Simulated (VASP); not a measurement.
## Y: single point with PBE

Y, a slab with vacuum:

```
Y
1.0
     3.51432    0.00000    0.00000
     0.00000    3.51432    0.00000
     0.00000    0.00000   24.94000
Y
5
Direct
  0.50000 0.50000 0.30072
  0.00000 0.00000 0.40036
  0.50000 0.50000 0.50000
  0.00000 0.00000 0.59964
  0.50000 0.50000 0.69928
```

The slab is cut from a database's or a generator's crystal, which needn't be the stable form of the element.

The cell isn't the ideal one: the (1 0 0) slab of Y, cut from the database cell, not relaxed.

```
Program                : VASP 6.6.1
Task                   : single point
Functional             : PBE
Potentials or basis    : VASP PAW PBE potentials, release 64 (Y_sv)
Cutoff                 : 520 eV
k mesh                 : 8 × 8 × 1
Occupations            : fermi-dirac, width 0.05 eV
Spin                   : no spin polarisation
Dipole correction      : yes
Further INCAR settings : ALGO = Normal; EDIFF = 1e-07; NBANDS = 36
```

```json
{
 "Largest force": "0.395 eV/Å",
 "Band gap on the k mesh": "none (metal or under the smearing width)"
}
```

Forces in eV/Å, atoms in the order of the input:
```
Y    0.000  0.000  0.189
Y    0.000  0.000 -0.395
Y    0.000  0.000  0.000
Y    0.000  0.000  0.395
Y    0.000  0.000 -0.189
```

Levels at points of the mesh, in eV from the Fermi level:
| k point | band 23 | band 24 | band 25 | band 26 | band 27 | band 28 | band 29 | band 30 | band 31 | band 32 |
| --- | --- | --- | --- | --- | --- | --- | --- | --- | --- | --- |
| (0.00, 0.00, 0.00) | -3.08 | -2.23 | -1.88 | -0.86 | -0.54 | -0.03 | 0.08 | 0.13 | 0.82 | 1.56 |
| (0.50, 0.00, 0.00) | -1.68 | -1.45 | -1.33 | 0.05 | 0.06 | 0.47 | 0.51 | 0.53 | 0.70 | 0.94 |
| (0.50, 0.50, 0.00) | -1.24 | -1.11 | -0.90 | -0.82 | -0.82 | -0.35 | -0.35 | 0.37 | 0.37 | 1.39 |

Run time: 11 min on 1 thread of AMD EPYC 7R43 64-Core Processor (Zen 3), with other jobs on the host, peak memory 0.38 GiB.
